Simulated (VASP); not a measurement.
A run of VASP 6.6.1 is set up as follows.

Contents of INCAR:

```
  ALGO = Normal
  EDIFF = 1E-6
  ENCUT = 520
  GGA = PE
  ICORELEVEL = 1
  ISIF = 2
  ISMEAR = 1
  LASPH = T
  LCHARG = F
  LREAL = F
  LWAVE = F
  NBANDS = 8
  NELM = 80
  PREC = Accurate
  SIGMA = 0.1
```

Contents of KPOINTS:

```
k-points
0
Gamma
  15 15 23
```

File POSCAR:

```
Al
1.0
    2.8562036900      0.0000000000      0.0000000000
   -1.4281018500      2.4735449600      0.0000000000
    1.4281018500      0.8245149900      2.3320805500
Al
1
Direct
    0.0000000000      0.0000000000      0.0000000000
```

Potentials or basis: VASP PAW PBE potentials, release 64 (Al).

Command:

```bash
$ cat potpaw_PBE.64/Al/POTCAR > POTCAR
$ mpirun -np 1 vasp_std > vasp.out
```

(1) Estimate the band gap on the k mesh.

(2) What does it give for the pressure?

Answers

(1) none (metal or under the smearing width).

(2) 0.0 GPa.
